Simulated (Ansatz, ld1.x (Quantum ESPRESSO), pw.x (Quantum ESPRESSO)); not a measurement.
# Ru (Z = 44) (fcc): variants of one RRKJ potential in the solid

ld1.x (Quantum ESPRESSO) 7.5 input, shortened:

```
&input
   title='Ru', zed=44., rel=1, dft='PBE', iswitch=3,
   config='[Kr] 4d7 5s0 5p1'
 /
 &inputp
   pseudotype=2, tm=.false., rho0=0.02, lloc=0,
   nlcc=.false.
 /
3
5P  2  1   1.00   0.00  3.25  3.25  0.0
4D  3  2   7.00   0.00  1.45  1.45  0.0
5S  1  0   0.00   0.00  2.65  2.65  0.0
 &test
   configts(1)='4d7 5s0 5p1'
 /
```

Crystal test: fcc Ru in pw.x 7.5, no spin, 15³ k-points, Fermi–Dirac smearing 0.01 Ry, cutoffs set for each file from its atomic test. The reference is all-electron LAPW (Ansatz 0.2.0) with the same functional, mesh and smearing; V0 and B0 come from Birch–Murnaghan fits to the pressures at five volumes. Errors are pseudo minus all-electron; Δ is the rms difference of the E(V) curves that follow from these fits, minima aligned, over ±6 % about the mean V0. Mesh and smearing are coarse, so the numbers serve the comparison and aren't converged zero-temperature values; the lattice is a test structure that the element need not adopt.

All-electron: a0 = 3.812 Å (V0 = 13.85 Å³/atom), B0 = 303.1 GPa.

Base: The largest radius (3.25 bohr) exceeds half the bond length (2.54 bohr), so the spheres overlap, which is one possible source of error among others. This is a poor potential for the solid.

2 further variants are left out: they gave no file fit for a test, a broken result, the same result as the base, or pressures whose basis-set error rivals the error shown.

A dash in a converged row means that the minimum lies outside the volumes sampled.

| change | cutoffs (Ry) | pw.x | a0 (Å) | a0 error (%) | B0 error (%) | Δ (meV/atom) | mean pressure error (GPa) |
| --- | --- | --- | --- | --- | --- | --- | --- |
| base | 110/440 | converged | – | – | – | – | +15.78 |
| core correction a·sin(br)/r model core inside 1.26 bohr | 110/440 | converged | – | – | – | – | +17.33 |
| reference 4d7 5s0.75 5p0 | 110/440 | converged | 3.867 | +1.44 | -3.8 | 39.6 | +14.22 |

(1) Give the row for: wave 5s (bound): rc 2.65 bohr becomes 5s (bound): rc 1.70 bohr.

Results:

(1) pw.x: converged; mean pressure error (GPa): +4.50; a0 (Å): 3.831; a0 error (%): +0.48; B0 error (%): -2.7; Δ (meV/atom): 13.2.
